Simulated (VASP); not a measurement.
Write the native input for VASP 6.6.1 that does the following.

* Task: band structure
* Functional: TB-mBJ
* Potentials or basis: VASP PAW PBE potentials, release 64 (Al, Ga_d, As)
* Cutoff: 520 eV
* k mesh: 6 × 6 × 6
* Occupations: gaussian, width 0.03 eV
* Spin: no spin polarisation
* Further INCAR settings: ALGO = Normal; EDIFF = 1e-07; NBANDS = 76

AlGa3As4:

```
Al Ga As
1.0
    -5.66855    5.66855    0.00000
    -5.66857   -0.00002    5.66781
     0.00002    5.66857    5.66781
Al Ga As
2 6 8
Direct
  0.00022 0.99978 0.99978
  0.50022 0.99978 0.99978
  0.00000 0.50026 0.99973
  0.00000 0.99973 0.50026
  0.50000 0.50026 0.99973
  0.50000 0.99973 0.50026
  0.99985 0.50015 0.50015
  0.49985 0.50015 0.50015
  0.87497 0.87498 0.37508
  0.37497 0.87498 0.37508
  0.87499 0.37501 0.37501
  0.87499 0.87501 0.87501
  0.37499 0.37501 0.37501
  0.37499 0.87501 0.87501
  0.87497 0.37508 0.87498
  0.37497 0.37508 0.87498
```

The cell was built by a generator and needn't be a form met in nature.

These files were run (other wordings do the same):

POSCAR

```
AlGa3As4                                
1.0
   -5.6685454392      5.6685454392      0.0000000000
   -5.6685671396     -0.0000217005      5.6678114552
    0.0000217005      5.6685671396      5.6678114552
  Al              Ga              As            
     2     6     8
Direct
     0.0002247072836741    0.9997752927163258    0.9997752927163258
     0.5002247072836742    0.9997752927163258    0.9997752927163258
     0.0000010609717054    0.5002642153653285    0.9997336626912678
     0.0000010609717054    0.9997336626912678    0.5002642153653285
     0.5000010609717054    0.5002642153653285    0.9997336626912678
     0.5000010609717054    0.9997336626912678    0.5002642153653285
     0.9998517478162511    0.5001482521837489    0.5001482521837489
     0.4998517478162511    0.5001482521837489    0.5001482521837489
     0.8749727129651700    0.8749767146731949    0.3750778593964652
     0.3749727129651700    0.8749767146731949    0.3750778593964652
     0.8749902470628604    0.3750097529371396    0.3750097529371396
     0.8749857499634708    0.8750142500365292    0.8750142500365292
     0.3749902470628604    0.3750097529371396    0.3750097529371396
     0.3749857499634708    0.8750142500365292    0.8750142500365292
     0.8749727129651700    0.3750778593964652    0.8749767146731949
     0.3749727129651700    0.3750778593964652    0.8749767146731949
```

INCAR.step1

```
PREC     = Accurate       # precision mode
ENCUT    = 520            # plane-wave cutoff, eV
EDIFF    = 1E-5           # SCF threshold, eV
ISMEAR   = 0              # smearing method
SIGMA    = 0.03           # smearing width, eV
LREAL    = False          # projectors in reciprocal space
LASPH    = True           # aspherical terms in the spheres
NELM     = 80             # most SCF steps
ALGO     = Normal         # electronic algorithm
ISIF     = 2              # what is computed and relaxed
LWAVE    = True           # write WAVECAR
LCHARG   = False          # write CHGCAR
NBANDS   = 76             # bands
KPAR     = 4            
GGA      = PE             # functional
```

INCAR.step2

```
PREC     = Accurate       # precision mode
ENCUT    = 520            # plane-wave cutoff, eV
EDIFF    = 1E-7           # SCF threshold, eV
ISMEAR   = 0              # smearing method
SIGMA    = 0.03           # smearing width, eV
LREAL    = False          # projectors in reciprocal space
LASPH    = True           # aspherical terms in the spheres
NELM     = 80             # most SCF steps
ALGO     = Normal         # electronic algorithm
ISIF     = 2              # what is computed and relaxed
LWAVE    = False          # write WAVECAR
LCHARG   = False          # write CHGCAR
METAGGA  = MBJ            # meta-GGA
NBANDS   = 76             # bands
KPAR     = 4            
ISTART   = 1
```

KPOINTS

```
regular mesh
0
Gamma
  6 6 6
```

KPOINTS_OPT

```
explicit points
6
Reciprocal
 0.0000000000  0.0000000000  0.0000000000 1
 0.3750000000  0.3750000000  0.7500000000 1
 0.5000000000  0.5000000000  0.5000000000 1
 0.6250000000  0.2500000000  0.6250000000 1
 0.5000000000  0.2500000000  0.7500000000 1
 0.5000000000  0.0000000000  0.5000000000 1
```

Potentials or basis: VASP PAW PBE potentials, release 64 (Al, Ga_d, As).

Command:

```sh
$ cat potpaw_PBE.64/Al/POTCAR potpaw_PBE.64/Ga_d/POTCAR potpaw_PBE.64/As/POTCAR > POTCAR
$ cp INCAR.step1 INCAR
$ mpirun -np 4 vasp_std > vasp.out
$ cp INCAR.step2 INCAR
$ mpirun -np 4 vasp_std > vasp.out
```

Results of the run:

| Property | Result |
| --- | --- |
| Band gap on the k mesh | 1.67 eV |
| Band gap along the path | 1.67 eV |

Wall time 27 min on 4 MPI ranks on AMD EPYC 9R45 96-Core Processor (Zen 5), with other jobs on the host, peak memory 1.6 GiB a rank.
